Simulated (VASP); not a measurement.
Set up this calculation in VASP 6.6.1, as the native input.

```yaml
Task: density of states
Functional: PBE
Potentials_or_basis: VASP PAW PBE potentials, release 64 (Ti_sv, C)
Cutoff: 520 eV
k_mesh: 18 × 18 × 18
Occupations: methfessel-paxton, width 0.2 eV
Spin: no spin polarisation
k_mesh_for_the_DOS: 27 × 27 × 27
Occupations_for_the_DOS: tetrahedron
Further_INCAR_settings: ALGO = Normal; EDIFF = 1e-07
```

Crystal: TiC.

```
Ti C
1.0
     0.00000    2.16680    2.16680
     2.16680    0.00000    2.16680
     2.16680    2.16680    0.00000
Ti C
1 1
Direct
  0.00000 0.00000 0.00000
  0.50000 0.50000 0.50000
```

The cell was built by a generator and needn't be a form met in nature.

The input as run:

POSCAR

```
TiC                                     
1.0
    0.0000000000      2.1668032090      2.1668032090
    2.1668032090      0.0000000000      2.1668032090
    2.1668032090      2.1668032090      0.0000000000
  Ti              C             
     1     1
Direct
     0.0000000000000000    0.0000000000000000    0.0000000000000000
     0.5000000000000000    0.5000000000000000    0.5000000000000000
```

INCAR.step1

```
ALGO = Normal
EDIFF = 1E-7
ENCUT = 520
GGA = PE
ISIF = 2
ISMEAR = 1
KPAR = 4
LASPH = T
LCHARG = T
LMAXMIX = 4
LREAL = F
LWAVE = F
NELM = 60
PREC = Accurate
SIGMA = 0.2
```

KPOINTS.step1

```
k-points
0
Gamma
  18 18 18
```

INCAR.step2

```
ALGO = Normal
EDIFF = 1E-7
ENCUT = 520
GGA = PE
ICHARG = 11
ISIF = 2
ISMEAR = -5
KPAR = 4
LASPH = T
LCHARG = F
LMAXMIX = 4
LORBIT = 11
LREAL = F
LWAVE = F
NEDOS = 2001
NELM = 60
PREC = Accurate
SIGMA = 0.2
```

KPOINTS.step2

```
k-points
0
Gamma
  27 27 27
```

Potentials or basis: VASP PAW PBE potentials, release 64 (Ti_sv, C).

Command:

```bash
$ cat potpaw_PBE.64/Ti_sv/POTCAR potpaw_PBE.64/C/POTCAR > POTCAR
$ cp INCAR.step1 INCAR
$ cp KPOINTS.step1 KPOINTS
$ mpirun -np 4 vasp_std > vasp.out
$ cp INCAR.step2 INCAR
$ cp KPOINTS.step2 KPOINTS
$ mpirun -np 4 vasp_std > vasp.out
```

Results of the run:

* Valence electrons inside the program's atomic spheres: Ti 10.39; C 2.40

It took 14 s on 4 MPI ranks on Intel(R) Xeon(R) 6975P-C (Granite Rapids), with other jobs on the host, peak memory 0.25 GiB a rank.
